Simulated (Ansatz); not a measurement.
Arsenic (hcp) across density functionals

All rows: Ansatz, plane waves with scalar-relativistic PAW, 420 eV (500 eV for the SCAN forms), relaxed under each functional, no dispersion correction, no zero-point motion. B₀ comes from uniform scaling at fixed shape; a dash is a value not given.

| functional | V (Å³/atom) | cell | B₀ (GPa) | magnetic state | ΔE to grey arsenic (A7) (meV/atom) |
| --- | --- | --- | --- | --- | --- |
| PBE | 19.25 | a = 3.077 Å, c = 4.696 Å (c/a = 1.526) | 79 | spin not included | 512 |
| PBEsol | 18.38 | a = 3.029 Å, c = 4.628 Å (c/a = 1.528) | 90 | spin not included | 446 |
| LDA | 18.08 | a = 3.014 Å, c = 4.597 Å (c/a = 1.525) | 92 | spin not included | 461 |
| revPBE | 19.53 | a = 3.092 Å, c = 4.716 Å (c/a = 1.525) | 75 | spin not included | 601 |
| RPBE | 19.64 | a = 3.099 Å, c = 4.722 Å (c/a = 1.524) | 73 | spin not included | 628 |
| BLYP | 21.46 | a = 3.017 Å, c = 5.445 Å (c/a = 1.805) | 62 | spin not included | 773 |

LDA gives the smallest volume and BLYP the largest.
